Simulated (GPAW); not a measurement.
A run of GPAW 26.7.0 is set up as follows.

The input run.py:

```python
from ase.eos import EquationOfState
from ase.io import Trajectory, read
from ase.units import GPa
from gpaw import GPAW, PW, setup_paths

setup_paths.insert(0, '.')

atoms = read('HgSe.cif')

traj = Trajectory('eos.traj', 'w')
volumes, energies = [], []
for x in [0.94, 0.96, 0.98, 1.0, 1.02, 1.04, 1.06]:
    a = atoms.copy()
    a.set_cell(atoms.cell * x**(1 / 3), scale_atoms=True)
    calc = GPAW(mode=PW(600),
                xc='WC',
                kpts={'size': (6, 6, 6), 'gamma': True},
                occupations={'name': 'fermi-dirac', 'width': 0.05},
                nbands=18,
                convergence={'density': 1e-05, 'energy': 1e-05},
                maxiter=150,
                txt=f'eos-{x:.2f}.txt')
    a.calc = calc
    energies.append(a.get_potential_energy(force_consistent=True))
    volumes.append(a.get_volume())
    p = -a.get_stress()[:3].mean() / GPa
    calc.write(f'eos-{x:.2f}.gpw')
    traj.write(a)
    print(f'{x:.2f} {volumes[-1]:10.4f} A^3 {energies[-1]:14.6f} eV {p:9.3f} GPa', flush=True)

v0, e0, B = EquationOfState(volumes, energies, eos='birchmurnaghan').fit()
print(f'V0 = {v0:.4f} A^3, E0 = {e0:.6f} eV, B0 = {B / GPa:.2f} GPa')
```

Contents of HgSe.cif:

```cif
data_HgSe
_cell_length_a 4.29779502
_cell_length_b 4.29779502
_cell_length_c 4.29779502
_cell_angle_alpha 60.00000000
_cell_angle_beta 60.00000000
_cell_angle_gamma 60.00000000
_space_group_name_H-M_alt 'P1'
_space_group_name_Hall 'P 1'
_space_group_IT_number 1
loop_
_space_group_symop_operation_xyz
'x,y,z'
loop_
_atom_site_label
_atom_site_type_symbol
_atom_site_symmetry_multiplicity
_atom_site_Wyckoff_symbol
_atom_site_fract_x
_atom_site_fract_y
_atom_site_fract_z
_atom_site_occupancy
Hg1 Hg 1 a 0.0000000000 0.0000000000 0.0000000000 1
Se1 Se 1 a 0.7500000000 0.7500000000 0.7500000000 1
```

Potentials or basis: PAW data sets generated in the run's folder for this functional, pw.

Launch:

```sh
$ gpaw-setup -f WC Hg Se
$ OMP_NUM_THREADS=1 python run.py
```

(1) What does it give for the bulk modulus?

(2) Predict the pressure derivative of the bulk modulus.

Results:

(1) 51 GPa.

(2) 5.0.

**The experiment to reproduce.**

From “The pseudo-binary mercury chalcogenide alloy HgSe0.7S0.3 at high pressure: a mechanism of the zinc blende/cinnabar reconstructive phase transition”, 2002, arxiv:cond-mat/0209548, for a bulk crystal of HgSe: bulk modulus 51.6 ± 0.2 GPa.

A measured bulk modulus of HgSe is 51.6 GPa (quoted in “The pseudo-binary mercury chalcogenide alloy HgSe0.7S0.3 at high pressure: a mechanism of the zinc blende/cinnabar reconstructive phase transition”, 2002, arxiv:cond-mat/0209548); the calculated 51 GPa misses it by -1.2 %. The fit is for a static lattice scaled at fixed shape and fixed fractional positions.
